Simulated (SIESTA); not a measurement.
**TiO under changes of volume**

One of the cells (12.880 Å³/atom); the others are scaled copies at fixed shape and fractional positions:

```
Ti O
1.0
     3.03100    0.00000    0.00000
    -1.51550    2.62492    0.00000
     0.00000    0.00000    3.23770
Ti O
1 1
Direct
  0.66667 0.33333 0.00000
  0.00000 0.00000 0.50000
```

```yaml
Program: SIESTA 5.4.2
Functional: LDA
Potentials_or_basis: PseudoDojo 0.4 standard (LDA files)
Basis: DZP (energy shift 0.003 Ry; two zetas on semicore shells)
Grid_cutoff: 800 Ry
Energy_shift: 0.003 Ry
k_mesh: 10 × 10 × 8
Occupations: fermi-dirac, width 0.05 eV
Spin: no spin polarisation
```

```csv
volume (Å³/atom),energy over the lowest point (meV/atom),pressure (GPa)
12.107,0.00,-41.9
12.365,68.36,-43.0
12.622,138.39,-44.0
12.880,209.85,-44.8
13.137,282.30,-45.4
13.395,?,?
13.653,429.58,-46.1
```

Q: What does the run at 13.395 Å³/atom give?

A: Energy over the lowest point 355.69 meV/atom; pressure -45.8 GPa.

Worked out: A Birch-Murnaghan fit of order 3 (a polynomial in V^(-2/3)) to the other rows has no minimum within the range. It gives 355.68 meV/atom at 13.395 Å³/atom, against the run's 355.69, and -dE/dV = -45.8 GPa, against -45.8.

Energies are extrapolated to zero smearing.

Caveats: the cell as given lies far from equilibrium; the basis of atomic orbitals isn't converged, which shifts pressures, moduli and gaps.
